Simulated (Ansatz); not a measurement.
**Stack of 2H-WTe2 under alpha-Ga2S3 ferroelectric layer, shifted by a third of the diagonal in a perpendicular field**

Wanted: the out-of-plane response of the stack of 2H-WTe2 under alpha-Ga2S3 ferroelectric layer, shifted by a third of the diagonal. A positive field points along +c.

Program: Ansatz 0.2.0. Level of theory: plane-wave DFT, PBE-D3(BJ), Ansatz PAW. Results are calculated unless marked as measured.

Report form: the programs' logs are mostly left out.

**1. Set-up**

The cell holds 8 atoms: 2 Te, 1 W, 3 S and 2 Ga. Cell: a = 3.600 Å, b = 3.600 Å, c = 57.638 Å, α = 90.0°, β = 90.0°, γ = 120.0°. Regions: layer 1: 2H-WTe2, 3 atoms (2 Te and 1 W); layer 2: alpha-Ga2S3 ferroelectric layer, 5 atoms (3 S and 2 Ga). Vacuum lies along c.

**2. Relaxation**

The starting cell is a guess, so the in-plane lattice and the atoms are relaxed first, with the slab cut off from its images along the normal.

input.yaml

```yaml
crystal:
  lattice:
    - [3.6, 0.0, 0.0]
    - [-1.8, 3.1176914536, 0.0]
    - [0.0, 0.0, 57.63791733]
  atoms:
    - { symbol: Te, position: [0.3333333333, 0.6666666667, 0.3842956343] }
    - { symbol: W, position: [0.0, 0.0, 0.4188530232] }
    - { symbol: Te, position: [0.3333333333, 0.6666666667, 0.453410412] }
    - { symbol: S, position: [0.3333333333, 0.6666666667, 0.5080619356] }
    - { symbol: Ga, position: [0.6666666667, 0.3333333333, 0.5276237913] }
    - { symbol: S, position: [0.6666666667, 0.3333333333, 0.5670075877] }
    - { symbol: Ga, position: [0.0, 0.0, 0.5940172532] }
    - { symbol: S, position: [0.3333333333, 0.6666666667, 0.6157043657] }
  periodic: [true, true, false]
kpoints:
  mp_grid: { grid: [12, 12, 1] }
hamiltonian:
  xc: pbe
  dispersion: d3bj
scf:
  occupations: { method: fermi_dirac, width: 0.05 }
  convergence: { dr2_threshold: 1.0e-09 }
relax:
  f_tol: 0.004
  max_steps: 90
  cell: {}
output:
  write_potential: true
  write_density: true
  volumetric_format: npy
```

Launch:

```
> ansatz run input.yaml --threads 4 --pin off --max-ram 8192MiB --backend cpu --events-out ev --progress --plain --runs-dir out
```

Wall time 7 min (4 threads of Intel Xeon at 2.50GHz (Skylake/Cascade Lake), shared host); peak memory 1.4 GiB.

The steps of the relaxation:

| step | energy less that of the first step (eV) | largest force component (eV/Å) | volume (Å³) |
| --- | --- | --- | --- |
| 1 | 0.0000 | 2.8029 | 646.91 |
| 2 | -0.6744 | 0.5503 | 641.54 |
| 3 | -0.7673 | 0.1977 | 633.86 |
| 4 | -0.7722 | 0.1061 | 633.96 |
| 5 | -0.7612 | 0.4457 | 634.64 |
| 6 | -0.7735 | 0.0147 | 633.75 |
| 7 | -0.7736 | 0.0048 | 633.55 |
| 8 | -0.7737 | 0.0029 | 633.42 |
| 9* | -0.7729 | 0.0029 | 633.42 |

Relaxation steps marked * repeat the geometry before them on a plane-wave basis chosen anew for their cell, so energy and pressure can jump there. Relaxation step 5 was tried and not accepted.

Forces are held to the 6 operations that the run works with; a distortion that breaks them can't arise in this run.

| cell as run | before | after | change |
| --- | --- | --- | --- |
| a (Å) | 3.600 | 3.562 | -1.0 % |
| b (Å) | 3.600 | 3.562 | -1.0 % |

The atoms that moved most (Å, along periodic axes as changes of fractional coordinates times the final cell, across vacuum about the mean position):

| atom | dx | dy | dz | length |
| --- | --- | --- | --- | --- |
| Te3 | 0.000 | 0.000 | -0.426 | 0.426 |
| S4 | 0.000 | 0.000 | 0.245 | 0.245 |
| W2 | 0.000 | 0.000 | -0.237 | 0.237 |
| Ga5 | 0.000 | 0.000 | 0.198 | 0.198 |
| S6 | 0.000 | 0.000 | 0.128 | 0.128 |
| Ga7 | 0.000 | 0.000 | 0.113 | 0.113 |
| Te1 | 0.000 | 0.000 | -0.048 | 0.048 |
| S8 | 0.000 | 0.000 | 0.026 | 0.026 |

The lattice constant a goes from 3.600 to 3.562 Å.

**3. Atoms held, field 0, start network**

A sawtooth potential applies the field, turning back in the middle of the vacuum. With the dipole correction the typed value is the field outside the slab. The induced dipole is small, so the SCF threshold is tight.

The cell differs from the one that the last finished run ended in (c 57.638 → 31.411 Å).

input.yaml

```yaml
crystal:
  lattice:
    - [3.5622752153, 0.0, 0.0]
    - [-1.7811376077, 3.0850208317, 0.0]
    - [0.0, 0.0, 31.4113724692]
  atoms:
    - { symbol: Te, position: [0.3333333333, 0.6666666667, 0.2865204317] }
    - { symbol: W, position: [0.0, 0.0, 0.3439149244] }
    - { symbol: Te, position: [0.3333333333, 0.6666666667, 0.4012913288] }
    - { symbol: S, position: [0.3333333333, 0.6666666667, 0.5229484527] }
    - { symbol: Ga, position: [0.6666666667, 0.3333333333, 0.5573448945] }
    - { symbol: S, position: [0.6666666667, 0.3333333333, 0.6273798644] }
    - { symbol: Ga, position: [0.0, 0.0, 0.6764762178] }
    - { symbol: S, position: [0.3333333333, 0.6666666667, 0.7134795683] }
kpoints:
  mp_grid: { grid: [18, 18, 1] }
  band_path:
    path: [[0, 0, 0], [0.5, 0, 0], [0.33333333, 0.33333333, 0], [0, 0, 0]]
    npoints: 16
hamiltonian:
  xc: pbe
  dispersion: d3bj
scf:
  occupations: { method: fermi_dirac, width: 0.02585 }
  convergence: { dr2_threshold: 1.0e-10 }
efield:
  axis: 3
  dipole_correction: true
  ramp_position: 0.97
  ramp_width: 0.06
  amplitude: 0
output:
  dos: { projected: true, e_range: [-6, 5] }
  write_potential: true
  write_density: true
  volumetric_format: npy
  elf: true
```

Elapsed: 70 s, on 4 threads; peak memory 1.3 GiB; 4.4 min of CPU time.

This step gave:

| Quantity | Value |
| --- | --- |
| gap on the k-mesh | 1.037 eV |
| dipole along the normal | -0.08820 e·Å |
| gap along the path | 1.037 eV |
| smallest direct gap along the path | 1.037 eV |
| step between the vacuum levels | 1.452 eV |
| ionisation energy, upper face | 6.162 eV |
| electron affinity, upper face | 5.125 eV |
| ionisation energy, lower face | 4.709 eV |
| gap, the smaller of path and mesh | 1.037 eV |

Running mean over a fixed 2.8 Å (it still follows the layers) of the planar mean; the ramp of the sawtooth is left out. Table of electron's electrostatic potential energy less the Fermi level by z:

| z (Å) | electron's electrostatic potential energy less the Fermi level (eV) |
| --- | --- |
| 3.5 | 4.19 |
| 4.0 | 4.19 |
| 4.5 | 4.19 |
| 5.0 | 4.18 |
| 5.5 | 4.17 |
| 6.0 | 4.10 |
| 6.5 | 3.81 |
| 7.0 | 2.79 |
| 7.5 | 1.59 |
| 8.0 | 0.637 |
| 8.5 | -0.994 |
| 9.0 | -2.96 |
| 9.5 | -5.48 |
| 10.0 | -7.00 |
| 10.5 | -7.94 |
| 11.0 | -8.11 |
| 11.5 | -7.21 |
| 12.0 | -5.92 |
| 12.5 | -3.50 |
| 13.0 | -1.39 |
| 13.5 | 0.251 |
| 14.0 | 1.18 |
| 14.5 | 1.51 |
| 15.0 | 0.864 |
| 15.5 | -1.16 |
| 16.0 | -3.36 |
| 16.5 | -5.16 |
| 17.0 | -6.12 |
| 17.5 | -5.43 |
| 18.0 | -4.36 |
| 18.5 | -3.57 |
| 19.0 | -3.07 |
| 19.5 | -2.84 |
| 20.0 | -3.70 |
| 20.5 | -4.94 |
| 21.0 | -5.52 |
| 21.5 | -5.45 |
| 22.0 | -4.60 |
| 22.5 | -2.93 |
| 23.0 | -0.908 |
| 23.5 | 1.41 |
| 24.0 | 3.61 |
| 24.5 | 5.09 |
| 25.0 | 5.53 |
| 25.5 | 5.62 |
| 26.0 | 5.64 |
| 26.5 | 5.64 |
| 27.0 | 5.64 |
| 27.5 | 5.64 |
| 28.0 | 5.64 |

The density of states has structure finer than the step of the table below, so its rows give means over 0.25 eV, whole bins alone (the curve runs from -6 to 2.49 eV). Peaks (eV: height): -4.150: 11.2, -2.250: 12.2, -2.110: 11.6, -1.640: 12.1, 1.420: 12.2, 1.640: 11.0, 1.880: 11.6.

The density of states by energy, zero at the Fermi level of the run, which the smearing sets inside the gap; means over each step:

energy (eV), density of states (states/eV a cell) and a bar:
```
    -5.75        2.7 ##########
    -5.50        4.7 #################
    -5.25        7.2 ##########################
    -5.00        5.1 ##################
    -4.75        5.2 ###################
    -4.50        4.5 ################
    -4.25        7.1 ##########################
    -4.00        4.3 ################
    -3.75        5.0 ##################
    -3.50        6.7 ########################
    -3.25        5.9 #####################
    -3.00        5.8 #####################
    -2.75        4.3 ###############
    -2.50        3.8 #############
    -2.25        8.4 ##############################
    -2.00        7.8 ############################
    -1.75        6.8 ########################
    -1.50        5.8 #####################
    -1.25        5.0 ##################
    -1.00        4.1 ###############
    -0.75        1.1 ####
    -0.50        0.2 #
    -0.25        0.0 
     0.00        0.0 
     0.25        0.0 
     0.50        0.1 
     0.75        1.4 #####
     1.00        5.0 ##################
     1.25        5.9 #####################
     1.50        8.0 ############################
     1.75        7.3 ##########################
     2.00        5.1 ##################
     2.25        4.7 #################
```

Projected DOS per atom over height of the atomic layer and energy from the Fermi level. Layers: Te W Te S Ga S Ga S from below.

Ten even steps from '0' (0.00 states/eV) to '9' (2.86 states/eV), each cell a mean:
```
12112010
25212110
29223121
19111010
04000000
00000000
00000000
00000000
03000000
27200202
23200606
34300306
45300205
13100203
24220313
33340312
11140111
33441101
21241211
32331111
21232421
21210000
```
Columns: height of the atomic layer (Å) from 9 to 22.4 (not evenly spaced); rows upwards: energy from the Fermi level (eV) from -5.96 to 2.5.

Electronic bands along the path, in eV, zero at the Fermi level of the run, which the smearing sets inside the gap:

| point | band 42 | band 43 | band 44 | band 45 | band 46 | band 47 | band 48 | band 49 |
| --- | --- | --- | --- | --- | --- | --- | --- | --- |
| Γ | -1.38 | -1.25 | -1.25 | -0.96 | 0.84 | 2.18 | 2.51 | 2.51 |
| halfway | -1.82 | -1.74 | -1.38 | -1.16 | 1.09 | 1.46 | 1.69 | 1.92 |
| M | -2.04 | -1.47 | -1.39 | -1.09 | 0.71 | 1.07 | 1.18 | 1.50 |
| halfway | -2.51 | -2.25 | -1.65 | -0.83 | 1.03 | 1.33 | 1.67 | 1.76 |
| K | -3.12 | -2.34 | -1.60 | -0.52 | 0.52 | 1.30 | 1.55 | 2.13 |
| halfway | -2.03 | -1.74 | -1.52 | -1.15 | 0.87 | 1.44 | 1.64 | 1.90 |
| Γ | -1.38 | -1.25 | -1.25 | -0.96 | 0.84 | 2.18 | 2.51 | 2.51 |

ELF in the ca plane at fractional y = 0.667, with atoms of Te and S within 0.2 Å of it. It is the smooth field of the valence electrons, not physical close to the nuclei.

Ten even steps from '0' (0.00) to '9' (0.93), each cell a mean:
```
00011234432121234432100001223222235788632223
00000122321221123211000000012222236899632222
00134555553222355555310013455422224788522245
13578754565323555557740158888853112344212588
35888621245324542136861279967874100010003787
46897401034323420015761289711774100000004761
36897510134323430015861289834774100000004773
24788643455324553356850169988873101222113688
01356665564222565567630036777642123566422467
```
Columns run along c (16.0 Å, from fractional 0.21 to 0.72 of the cell), rows up along a (3.6 Å). Atoms in or near the plane, at fractional coordinates: Te at (0.29, 0.33), Te at (0.40, 0.33), S at (0.52, 0.33), S at (0.71, 0.33).

Electrostatic potential energy in the ca plane at fractional y = 0.667, with atoms of Te and S within 0.2 Å of it. With pseudopotentials it is smooth inside the atoms' cores, unlike the true potential.

Ten even steps from '0' (-21 eV) to '9' (18 eV), each cell a mean:
```
77777777777777776666665433456666666766665544
77777777777777776666665433456666666766665544
77777777777777776655555544555555666666665555
77777777777777766521124555542113566666532455
77777777777777765227722566523772366665100035
77777777777777765279961566418995256664000015
77777777777777765259952566416994256665000025
77777777777777766413313555531321466666310145
77777777777777776643345555554334666666654555
```
Columns run along c (16.0 Å, from fractional 0.06 to 0.57 of the cell; values clipped at the 3rd and 97th percentile), rows up along a (3.6 Å). Atoms in or near the plane, at fractional coordinates: Te at (0.29, 0.33), Te at (0.40, 0.33), S at (0.52, 0.33).

Valence density in the ca plane at fractional y = 0.667, with atoms of Te and S within 0.2 Å of it. It is the smooth field of the valence electrons, not physical close to the nuclei.

Ten steps, logarithmic in the rise over the least value, from '0' (0 e/Å³) to '9' (15 e/Å³), each cell a mean:
```
00000000000000000011122222221111000000011121
00000000000000000011112233211110000000001122
00000000000000000112222222222221100000112221
00000000000000001234432222223433210001233321
00000000000000002358753211236875310012444432
00000000000000012479974211248997321013432432
00000000000000012379973211247996310012443432
00000000000000001246543212234654210002344432
00000000000000000123322222222322100001122221
```
Columns run along c (16.0 Å, from fractional 0.06 to 0.57 of the cell), rows up along a (3.6 Å). Atoms in or near the plane, at fractional coordinates: Te at (0.29, 0.33), Te at (0.40, 0.33), S at (0.52, 0.33).

The gap is 1.04 eV, with the valence edge 6.16 eV and the conduction edge 5.12 eV under the upper vacuum level. Spin-orbit coupling, left out in this run, matters for the bands of elements this heavy.

**4. Atoms held, field 0.1 V/Å**

Changes to input.yaml since step 3:

```diff
@@ -28,7 +28,6 @@
   dipole_correction: true
-  ramp_position: 0.97
-  ramp_width: 0.06
-  amplitude: 0
+  ramp_position: 0.9602
+  ramp_width: 0.0691
+  amplitude: 0.1
 output:
-  dos: { projected: true, e_range: [-6, 5] }
   write_potential: true
@@ -36,2 +35 @@
   volumetric_format: npy
-  elf: true
```

The job ended after 86 s (4 threads; peak memory 1.2 GiB; 5.1 min of CPU time).

The dipole is -0.00378 e·Å, 0.0844 e·Å from its value without field, and the gap 1.037 eV.

**5. Single point, field -0.1 V/Å**

Changes to input.yaml since step 4:

```diff
@@ -30,3 +30,3 @@
   ramp_width: 0.0691
-  amplitude: 0.1
+  amplitude: -0.1
 output:
```

The job ended after 90 s (4 threads; peak memory 1.2 GiB; 5.1 min of CPU time).

The dipole is -0.173 e·Å, -0.0844 e·Å from its value without field, and the gap 1.037 eV.

**6. Response, atoms held**

This step: plane-wave DFT, PBE-D3(BJ), Ansatz PAW; response to a field along the normal, atoms held (Ansatz 0.2.0).

The dipoles give the slope, and the difference of two potentials shows where the field is screened.

Numbers from this step:

```yaml
equivalent_conductor_thickness_p_eps_0ae: 13.90 Å
distance_between_the_outer_atoms: 13.41 Å
```

Dipole of the cell against applied field:

| applied field (V/Å) | dipole of the cell (e·Å) |
| --- | --- |
| -0.1000 | -0.173 |
| 0.0000 | -0.0882 |
| 0.1000 | -0.00378 |

Local field over the applied field, running mean. From the potentials at -0.1 and 0.1 V/Å; running mean over 2.8 Å. Local field over applied field against z:

z (Å), local field over applied field and a bar:
```
        5      0.988 ##############################
        6      0.924 ############################
        7      0.698 #####################
        8      0.383 ###########
        9      0.121 ###
       10      0.043 
       11      0.031 
       12      0.054 #
       13      0.186 #####
       14      0.395 ###########
       15      0.430 ############
       16      0.268 #######
       17      0.127 ###
       18      0.102 ##
       19      0.087 ##
       20      0.071 #
       21      0.065 #
       22      0.143 ###
       23      0.368 ##########
       24      0.694 #####################
       25      0.930 ############################
       26      0.991 ##############################
       27      0.999 ##############################
```

The induced electron density oscillates, so the rows of the table below give means over windows of 1 Å about each position, cut where the curve ends. Its maxima inside the range that stand out by 2 % of the span (Å: e/Å³ per V/Å): 7.7: 0.00340, 11.5: 4.7e-4, 15.6: 0.00316, 18.5: 0.00119, 19.6: 9.7e-4, 21.4: 0.00114. Its minima: 10.2: -5.6e-4, 13.8: -0.00301, 17.6: -0.00162, 19.2: 2.1e-4, 20.4: -0.00179, 23.3: -0.00364.

Electrons, planar mean, per unit field. The induced electron density by z; means over each step:

z (Å), induced electron density (e/Å³ per V/Å) and a bar from the least value:
```
        5    0.00006 ###############
        6    0.00038 #################
        7    0.00186 ##########################
        8    0.00252 ##############################
        9    0.00063 ###################
       10   -0.00023 ##############
       11    0.00019 ################
       12   -0.00010 ###############
       13   -0.00101 #########
       14   -0.00233 #
       15    0.00132 #######################
       16    0.00189 ##########################
       17   -0.00021 ##############
       18   -0.00021 ##############
       19    0.00061 ###################
       20   -0.00042 #############
       21    0.00024 #################
       22   -0.00023 ##############
       23   -0.00256 
       24   -0.00202 ###
       25   -0.00033 #############
       26   -0.00003 ###############
       27    0.00000 ###############
```

The smaller of the gaps on the path and on the k-mesh, counted as 0 under 0.03 eV. The gap stays at 1.04 eV for applied field from -0.1 to 0.1 V/Å.

By hand: between -0.1 and 0.1 V/Å the dipole changes by 0.1689 e·Å, a slope of 0.8443 e·Å²/V. A perfect conductor of thickness t has p = ε₀AEt, so t = 180.95 × 0.8443 / 10.990 = 13.90 Å (e/ε₀ = 180.95 V·Å, A in Å²).

The induced dipole is that of a conductor 13.90 Å thick.

**7. What came out**

```yaml
gap_without_field: 1.04 eV
ionisation_energy_upper_face: 6.16 eV
electron_affinity_upper_face: 5.12 eV
step_between_the_vacuum_levels: 1.45 eV
equivalent_conductor_thickness_atoms_held: 13.9 Å
```

**Reading.** The induced dipole equals that of a perfect conductor 13.90 Å thick, while the outer atoms lie 13.41 Å apart; an out-of-plane ε follows only once a thickness t is chosen, by 1 − 1/ε = 13.90 Å / t. The two faces differ: the vacuum level above lies 1.45 eV higher than the one below. The gap stays within 0.01 eV of 1.04 eV over the fields run, up to 0.1 V/Å in size. Semilocal functionals give gaps that are too small, and excitons are not included. Spin-orbit coupling is left out, which matters for the bands of elements this heavy.

[Logs are printed without paths, hosts, clocks, repeated set-up lines and the standing remarks that a program may print on its own settings, such as how far it seeks lower states.]

[Hosts, paths, dates, database ids (printed as entryN), source tags and the programs' standing remarks are cut or masked in the printed files.]

[Maps of the electrostatic potential energy from Ansatz leave out the sawtooth potential of an applied field or a dipole correction, so their vacuum need not be flat; planar profiles and work functions include it.]

[The density of states shown here was stored with 400 of the rows of the run's finer table, so its peaks can read low, often by over a quarter, or be missed, and its means over a window can be off by a tenth or more.]
